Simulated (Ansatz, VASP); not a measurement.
**Rh: VASP beside Ansatz**

```xyz
2
Lattice="2.7770 0.0000 0.0000 -1.3885 2.4049 0.0000 0.0000 0.0000 4.4663" Properties=species:S:1:pos:R:3 pbc="T T T"
Rh    0.0000    1.6033    1.1166
Rh    1.3885    0.8016    3.3497
```

The cell was built by a generator and needn't be a form met in nature.

Alike in both runs: functional BLYP; k mesh 13 × 13 × 7; occupations fermi-dirac, width 0.1 eV; no spin polarisation.

Ansatz relaxed the structure, and its values are those at the end. VASP's run is a single point on that final structure, the one shown.

```csv
,VASP,Ansatz
version,VASP 6.6.1,Ansatz 0.2.0
potentials or method,"VASP PAW PBE potentials, release 64 (Rh_pv)","plane waves (420 eV) with PAW, scalar-relativistic"
plane-wave cutoff (eV),520,420
valence electrons in the cell,30,34
```

```tsv
	VASP	Ansatz	Ansatz less VASP
pressure (GPa)	0.5	0.0	-0.47
```

The functional is the same, so the differences come from potentials, cutoffs and numerics. The two sets of potentials don't hold the same shells in valence.

Caveats: the PAW data sets were made with another functional, which shifts forces and pressure a little (VASP).
